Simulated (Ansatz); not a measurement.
Ni, DFT, PBE, all-electron PAW with datasets made for the crystal, scalar-relativistic (Ansatz 0.2.0), run on 1 thread of Intel(R) Xeon(R) Platinum 8488C (Sapphire Rapids) on a shared host.

The geometry is COD entry 2100640, unchecked; take it as a test cell. The listed cell was then made from it by scaling, straining or moving an atom.

Command: `ansatz run input.yaml --threads 1 --pin off --max-ram 3072MiB --backend cpu --events-out ev --progress --plain --runs-dir out`

```yaml
crystal:
  lattice:
    - [0.0, 1.7620370796, 1.7620370796]
    - [1.7620370796, 0.0, 1.7620370796]
    - [1.7620370796, 1.7620370796, 0.0]
  atoms:
    - { symbol: Ni, position: [0.0, 0.0, 0.0], spin: 1.5 }
magnetization:
  spin_polarized: true
kpoints:
  mp_grid: { grid: [20, 20, 20] }
scf:
  occupations: { method: fermi_dirac, width: 0.05 }
hamiltonian:
  xc: pbe
  pseudopotentials: { kind: all_electron, datasets: crystal }
output:
  forces: true
  stress: true
  eigenvalues: true
  efg: { contact_densities: true }
```

(1) How large is the problem that the program sets up?

(2) About how long does it take, and how much memory does it use?

(3) And the same cell and mesh by PAW with the default files, asked for forces, stress, eigenvalues, efg, on the same hardware?

## Answers

(1) 256 irreducible k-points, 137 plane waves at Γ, 14 bands.

(2) 29 s of wall time for 9 SCF iterations, with a peak of 0.73 GiB. Times on shared machines scatter by tens of per cent.

(3) 7.6 s, peak memory 0.43 GiB.
